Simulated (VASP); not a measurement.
# KI (Pm-3m) in VASP: notebook

Runs on KI. Level: r2SCAN. Tasks: single point.

Program: VASP 6.6.1. These are calculated values, not measurements. Logs are shortened: lines on timing, memory, paths and dates and some standing lists are left out, and cuts for length are marked.

**1. The structure**

Symmetry: Pm-3m, No. 221, cubic system. Conventional cell: a = 4.291 Å, b = 4.291 Å, c = 4.291 Å, α = 90.00°, β = 90.00°, γ = 90.00°. I (site symmetry m-3m) is surrounded by 8 K at 3.72 Å. K (site symmetry m-3m) has 8 I at 3.72 Å as nearest neighbours.

Measurements of this composition are mostly on another form, of space group No. 225.

**2. Single point, r2SCAN**

INCAR reads:

```
SYSTEM = KI
ADDGRID = .False.
ALGO = Normal
EDIFF = 1E-6
ENCUT = 250
ISIF = 2
ISMEAR = 0
LASPH = .True.
LCHARG = .False.
LMIXTAU = .True.
LREAL = .False.
LWAVE = .False.
METAGGA = R2SCAN
NBANDS = 15
NELM = 100
PREC = Accurate
SIGMA = 0.05
```

KPOINTS reads:

```
k-points
0
Gamma
  8 8 8
  0 0 0
```

POSCAR reads:

```
KI
1.0
    4.2911966600      0.0000000000      0.0000000000
    0.0000000000      4.2911966600      0.0000000000
    0.0000000000      0.0000000000      4.2911966600
I K
1 1
Direct
    0.5065330000      0.4906340000      0.4946390000
   -0.0062690000      0.0032140000     -0.0010130000
```

Potentials or basis: VASP PAW PBE potentials, release 64 (I, K_sv).

Launch:

```
cat potpaw_PBE.64/I/POTCAR potpaw_PBE.64/K_sv/POTCAR > POTCAR
mpirun -np 1 vasp_std > vasp.out
```

OUTCAR:

```text
SYSTEM = KI
   EDIFF = 1E-6
   ENCUT = 250
   ISIF = 2
   ISMEAR = 0
   LASPH = .True.
   LREAL = .False.
   METAGGA = R2SCAN
   NELM = 100
   PREC = Accurate

 Found    260 irreducible k-points:

 Following reciprocal coordinates:
            Coordinates               Weight
  0.000000  0.000000  0.000000      1.000000
  0.125000  0.000000  0.000000      2.000000
  0.000000  0.125000  0.000000      2.000000
  0.000000  0.000000  0.125000      2.000000
  0.250000  0.000000  0.000000      2.000000
  0.000000  0.250000  0.000000      2.000000
   k-points           NKPTS =    260   k-points in BZ     NKDIM =    260   number of bands    NBANDS=     15
   number of dos      NEDOS =    301   number of ions     NIONS =      2
   total plane-waves  NPLWV =  13824
   dimension x,y,z NGX =    24 NGY =   24 NGZ =   24
   dimension x,y,z NGXF=    48 NGYF=   48 NGZF=   48
   ions per type =               1   1
   NGX,Y,Z   is equivalent  to a cutoff of   9.30,  9.30,  9.30 a.u.
   NGXF,Y,Z  is equivalent  to a cutoff of  18.60, 18.60, 18.60 a.u.
 SYSTEM =  KI
   PREC   = accura    normal or accurate (medium, high low for compatibility)
   ISTART =      0    job   : 0-new  1-cont  2-samecut
   ICHARG =      2    charge: 1-file 2-atom 10-const
   ISPIN  =      1    spin polarized calculation?
   LNONCOLLINEAR =      F non collinear calculations
   LSORBIT =      F    spin-orbit coupling
   LASPH  =      T    aspherical Exc in radial PAW
   ENCUT  =  250.0 eV  18.37 Ry    4.29 a.u.   5.53  5.53  5.53*2*pi/ulx,y,z
   NELM   =    100;   NELMIN=  2; NELMDL= -5     # of ELM steps
   EDIFF  = 0.1E-05   stopping-criterion for ELM
   LREAL  =      F    real-space projection
   EDIFFG = 0.1E-04   stopping-criterion for IOM
   NSW    =      0    number of steps for IOM
   IBRION =     -1    ionic relax: 0-MD 1-quasi-New 2-CG
   NFREE  =      0    steps in history (QN), initial steepest desc. (CG)
   ISIF   =      2    stress and relaxation
   ISYM   =      2    0-nonsym 1-usesym 2-fastsym
   POTIM  = 0.5000    time-step for ionic-motion
   TEBEG  =    0.0;   TEEND  =   0.0 temperature during run
   PSTRESS=    0.0 pullay stress
   NELECT =      16.0000    total number of electrons
   NUPDOWN=      -1.0000    fix difference up-down
   EMIN   =  10.00;   EMAX   =-10.00  energy-range for DOS
   EFERMI =   0.00;   METHOD = LEGACY
   ISMEAR =     0;   SIGMA  =   0.05  broadening in eV -4-tet -1-fermi 0-gaus
   EFERMI_NEDOS =   21; number of points for ismear=-14 and -15
   IALGO  =     38    algorithm
   IMIX   =      4    mixing-type and parameters
     AMIX     =   0.40;   BMIX     =  1.00
     AMIX_MAG =   1.60;   BMIX_MAG =  1.00
  volume/ion in A,a.u.               =      39.51       266.63
  Fermi-wavevector in a.u.,A,eV,Ry     =   0.961324  1.816639 12.573738  0.924144
  Thomas-Fermi vector in A             =   2.090686
   LORBIT       =      0    0 simple, 1 ext, 2 COOP (PROOUT), +10 PAW based schemes
   METAGGA = R2SCAN    functional components
   LHFCALC =     F    Hartree Fock is set to
   AEXX    =    0.0000 exact exchange contribution
   IVDW    =     0    specifies the selected vdW correction
   LEPSILON=     F    determine dielectric tensor
   LRPA    =     F    only Hartree local field effects (RPA)
 non-spin polarized calculation
 Gauss-broadening in eV      SIGMA  =   0.05
  energy-cutoff  :      250.00
  volume of cell :       79.02
 maximum number of plane-waves:       739
 NGX is ok and might be reduce to    24
   NGX = 11   NGY = 11   NGZ = 11

 number of electron      16.0000009 magnetization

 Free energy of the ion-electron system (eV)
  ---------------------------------------------------
  ext. energy  EPLUGINS =         0.00000000
  ---------------------------------------------------
  free energy    TOTEN  =       -33.84568874 eV

  energy without entropy =      -33.84568874  energy(sigma->0) =      -33.84568874

 E-fermi :   0.9039     XC(G=0):  -8.0434

 val. band max:        0.5764058801   @ k =   0.5000   0.0000   0.5000
 cond. band min:       4.6214610411   @ k =   0.0000   0.0000   0.0000
 fundamental gap:      4.0450551610
 Fermi energy:         0.9038999585

 k-point     1 :       0.0000    0.0000    0.0000
  band No.  band energies     occupation
      1     -30.0079      2.00000
      2     -12.6824      2.00000
      3     -12.6817      2.00000
      4     -12.6815      2.00000
      5     -10.9114      2.00000
      6       0.2078      2.00000
      7       0.2084      2.00000
      8       0.2091      2.00000
      9       4.6215      0.00000
     10       5.8351      0.00000
     11       5.8403      0.00000
     12       9.6819      0.00000
     13       9.6883      0.00000
     14       9.6895      0.00000
     15      11.7251      0.00000

 k-point     2 :       0.1250    0.0000    0.0000
  band No.  band energies     occupation
      1     -30.0072      2.00000
      2     -12.7076      2.00000
      3     -12.6802      2.00000
      4     -12.6799      2.00000
      5     -10.8647      2.00000
      6      -0.1802      2.00000
      7       0.2203      2.00000
      8       0.2206      2.00000
      9       4.9716      0.00000
     10       5.9514      0.00000
     11       6.2357      0.00000
     12       9.6211      0.00000
     13       9.6268      0.00000
     14       9.7558      0.00000
     15      11.1267      0.00000

 k-point     3 :       0.0000    0.1250    0.0000
  band No.  band energies     occupation
      1     -30.0072      2.00000
      2     -12.7076      2.00000
      3     -12.6802      2.00000
      4     -12.6799      2.00000
      5     -10.8647      2.00000
      6      -0.1802      2.00000
      7       0.2202      2.00000
      8       0.2206      2.00000
      9       4.9716      0.00000
     10       5.9516      0.00000
     11       6.2355      0.00000
     12       9.6209      0.00000
     13       9.6268      0.00000
     14       9.7560      0.00000
     15      11.1263      0.00000

 k-point     4 :       0.0000    0.0000    0.1250
  band No.  band energies     occupation
      1     -30.0072      2.00000
      2     -12.7074      2.00000
      3     -12.6804      2.00000
      4     -12.6800      2.00000
      5     -10.8646      2.00000
      6      -0.1802      2.00000
      7       0.2200      2.00000
      8       0.2209      2.00000
      9       4.9717      0.00000
     10       5.9550      0.00000
     11       6.2313      0.00000
     12       9.6184      0.00000
     13       9.6261      0.00000
     14       9.7605      0.00000
     15      11.1120      0.00000

 k-point     5 :       0.2500    0.0000    0.0000
  band No.  band energies     occupation
      1     -30.0055      2.00000
      2     -12.7662      2.00000
      3     -12.6761      2.00000
      4     -12.6758      2.00000
      5     -10.7526      2.00000
      6      -0.9187      2.00000
      7       0.2490      2.00000
      8       0.2498      2.00000
      9       5.6322      0.00000
     10       6.2915      0.00000
     11       7.2479      0.00000
     12       9.5371      0.00000
     13       9.5431      0.00000
     14       9.9434      0.00000
     15       9.9817      0.00000

 k-point     6 :       0.0000    0.2500    0.0000
  band No.  band energies     occupation
      1     -30.0055      2.00000
      2     -12.7662      2.00000
      3     -12.6761      2.00000
      4     -12.6757      2.00000
      5     -10.7526      2.00000
      6      -0.9188      2.00000
      7       0.2490      2.00000
      8       0.2497      2.00000
      9       5.6322      0.00000
     10       6.2917      0.00000
     11       7.2478      0.00000
     12       9.5370      0.00000
     13       9.5432      0.00000
     14       9.9436      0.00000
     15       9.9813      0.00000

 [... further k-points ...]

------------------------ aborting loop because EDIFF is reached ----------------------------------------

  FORCE on cell =-STRESS in cart. coord.  units (eV):
  Direction    XX          YY          ZZ          XY          YZ          ZX
  --------------------------------------------------------------------------------------
  -------------------------------------------------------------------------------------
  Total       -0.0218484     -0.0214196     -0.0197158     -0.0115706      0.0040970     -0.0042209
  in kB       -0.4429910     -0.4342976     -0.3997505     -0.2346020      0.0830697     -0.0855810
  external PRESSURE =      -0.4256797 kB  Pullay stress =       0.0000000 kB

 VOLUME and BASIS-vectors are now :
 -----------------------------------------------------------------------------
  energy-cutoff  :      250.00
  volume of cell :       79.02
      direct lattice vectors                 reciprocal lattice vectors
     4.291196660  0.000000000  0.000000000     0.233035230  0.000000000  0.000000000
     0.000000000  4.291196660  0.000000000     0.000000000  0.233035230  0.000000000
     0.000000000  0.000000000  4.291196660     0.000000000  0.000000000  0.233035230

 POSITION                                       TOTAL-FORCE (eV/Angst)
 -----------------------------------------------------------------------------------
      2.17363      2.10541      2.12259        -0.036976      0.035635      0.013167
      4.26430      0.01379      4.28685         0.036976     -0.035635     -0.013167
 -----------------------------------------------------------------------------------
    total drift:                               -0.001143      0.000512      0.002421

  FREE ENERGIE OF THE ION-ELECTRON SYSTEM (eV)
  ---------------------------------------------------
  free  energy   TOTEN  =       -33.8456887378 eV

  energy  without entropy=      -33.8456887378  energy(sigma->0) =      -33.84568874
```

It took 4.7 min on 1 thread of Intel Xeon Platinum 8259CL at 2.50GHz (Skylake/Cascade Lake), shared host; peak memory 0.22 GiB.

The run converged, but a check on its numbers failed (symmetry, net force, bounds or a known fault of this set-up), so they aren't taken as properties of the crystal.

Caveat: the cutoff lies under the usual one of these potentials, so the numbers hold a large basis-set error; the PAW data sets were made with another functional, which shifts forces and pressure a little; spin-orbit coupling is left out, which moves the levels of the heavy elements.

**3. Single point, r2SCAN**

Changes to INCAR since step 2:

```diff
@@ -4,3 +4,3 @@
 EDIFF = 1E-6
-ENCUT = 250
+ENCUT = 450
 ISIF = 2
```

KPOINTS reads:

```
k-points
0
Gamma
  6 6 6
  0 0 0
```

POSCAR reads:

```
KI
1.0
    4.2911966600      0.0000000000      0.0000000000
    0.0000000000      4.2911966600      0.0000000000
    0.0000000000      0.0000000000      4.2911966600
I K
1 1
Direct
    0.5000000000      0.5000000000      0.5000000000
    0.0000000000      0.0000000000      0.0000000000
```

Potentials or basis: VASP PAW PBE potentials, release 64 (I, K_sv).

Launch:

```
cat potpaw_PBE.64/I/POTCAR potpaw_PBE.64/K_sv/POTCAR > POTCAR
mpirun -np 1 vasp_std > vasp.out
```

OUTCAR:

```text
SYSTEM = KI
   EDIFF = 1E-6
   ENCUT = 450
   ISIF = 2
   ISMEAR = 0
   LASPH = .True.
   LREAL = .False.
   METAGGA = R2SCAN
   NELM = 100
   PREC = Accurate

 Found     20 irreducible k-points:

 Following reciprocal coordinates:
            Coordinates               Weight
  0.000000  0.000000  0.000000      1.000000
  0.166667  0.000000  0.000000      6.000000
  0.333333  0.000000  0.000000      6.000000
  0.500000  0.000000  0.000000      3.000000
  0.166667  0.166667  0.000000     12.000000
  0.333333  0.166667  0.000000     24.000000
   k-points           NKPTS =     20   k-points in BZ     NKDIM =     20   number of bands    NBANDS=     15
   number of dos      NEDOS =    301   number of ions     NIONS =      2
   total plane-waves  NPLWV =  27000
   dimension x,y,z NGX =    30 NGY =   30 NGZ =   30
   dimension x,y,z NGXF=    60 NGYF=   60 NGZF=   60
   ions per type =               1   1
   NGX,Y,Z   is equivalent  to a cutoff of  11.62, 11.62, 11.62 a.u.
   NGXF,Y,Z  is equivalent  to a cutoff of  23.24, 23.24, 23.24 a.u.
 SYSTEM =  KI
   PREC   = accura    normal or accurate (medium, high low for compatibility)
   ISTART =      0    job   : 0-new  1-cont  2-samecut
   ICHARG =      2    charge: 1-file 2-atom 10-const
   ISPIN  =      1    spin polarized calculation?
   LNONCOLLINEAR =      F non collinear calculations
   LSORBIT =      F    spin-orbit coupling
   LASPH  =      T    aspherical Exc in radial PAW
[... 74 lines left out ...]
     14       9.6777      0.00000
[... 77 lines left out ...]
      2     -12.8005      2.00000
      3     -12.7089      2.00000
      4     -12.6811      2.00000
      5     -10.6463      2.00000
      6      -1.2450      2.00000
      7      -0.2102      2.00000
      8       0.3242      2.00000
      9       6.4061      0.00000
     10       6.7181      0.00000
     11       7.8680      0.00000
     12       8.8633      0.00000
     13       9.1669      0.00000
     14       9.9196      0.00000
     15      10.1026      0.00000

 [... further k-points ...]

------------------------ aborting loop because EDIFF is reached ----------------------------------------

  FORCE on cell =-STRESS in cart. coord.  units (eV):
  Direction    XX          YY          ZZ          XY          YZ          ZX
  --------------------------------------------------------------------------------------
  -------------------------------------------------------------------------------------
  Total        0.0339823      0.0339823      0.0339823      0.0000000      0.0000000     -0.0000000
  in kB        0.6890146      0.6890146      0.6890146      0.0000000      0.0000000     -0.0000000
  external PRESSURE =       0.6890146 kB  Pullay stress =       0.0000000 kB

 VOLUME and BASIS-vectors are now :
 -----------------------------------------------------------------------------
  energy-cutoff  :      450.00
  volume of cell :       79.02
      direct lattice vectors                 reciprocal lattice vectors
     4.291196660  0.000000000  0.000000000     0.233035230  0.000000000  0.000000000
     0.000000000  4.291196660  0.000000000     0.000000000  0.233035230  0.000000000
     0.000000000  0.000000000  4.291196660     0.000000000  0.000000000  0.233035230

 POSITION                                       TOTAL-FORCE (eV/Angst)
 -----------------------------------------------------------------------------------
      2.14560      2.14560      2.14560         0.000000      0.000000      0.000000
      0.00000      0.00000      0.00000         0.000000      0.000000      0.000000
 -----------------------------------------------------------------------------------
    total drift:                                0.000000     -0.000000     -0.000000

  FREE ENERGIE OF THE ION-ELECTRON SYSTEM (eV)
  ---------------------------------------------------
  free  energy   TOTEN  =       -33.8628752256 eV

  energy  without entropy=      -33.8628752256  energy(sigma->0) =      -33.86287523
```

It took 65 s on 1 thread of Intel Xeon Platinum 8259CL at 2.50GHz (Skylake/Cascade Lake), shared host; peak memory 0.17 GiB.

These settings aren't checked as converged: the numbers below hold their error.

What came out:

```yaml
Free_energy: -33.8629 eV
Pressure: 0.1 GPa
Band_gap_on_the_k_mesh: 4.04 eV, indirect (least direct gap 4.41 eV)
```

Caveat: the PAW data sets were made with another functional, which shifts forces and pressure a little; spin-orbit coupling is left out, which moves the levels of the heavy elements.

**4. Single point, r2SCAN**

INCAR is that of step 3.

KPOINTS is that of step 3.

POSCAR reads:

```
KI
1.0
    4.2911966600      0.0000000000      0.0000000000
    0.0000000000      4.2911966600      0.0000000000
    0.0000000000      0.0000000000      4.2911966600
I K
1 1
Direct
    0.5065330000      0.4906340000      0.4946390000
   -0.0062690000      0.0032140000     -0.0010130000
```

Launch:

```
cat potpaw_PBE.64/I/POTCAR potpaw_PBE.64/K_sv/POTCAR > POTCAR
mpirun -np 1 vasp_std > vasp.out
```

It took 5.1 min on 1 thread of Intel Xeon Platinum 8259CL at 2.50GHz (Skylake/Cascade Lake), shared host; peak memory 0.24 GiB.

The run converged, but some of its settings lie outside the range that counts as converged, so its numbers aren't taken as properties of the crystal.

What came out:

```yaml
Free_energy: -33.8609 eV
Pressure: 0.1 GPa
Largest_force: 0.051 eV/Å
Band_gap_on_the_k_mesh: 4.04 eV, indirect (least direct gap 4.41 eV)
```

Caveat: the PAW data sets were made with another functional, which shifts forces and pressure a little; spin-orbit coupling is left out, which moves the levels of the heavy elements.
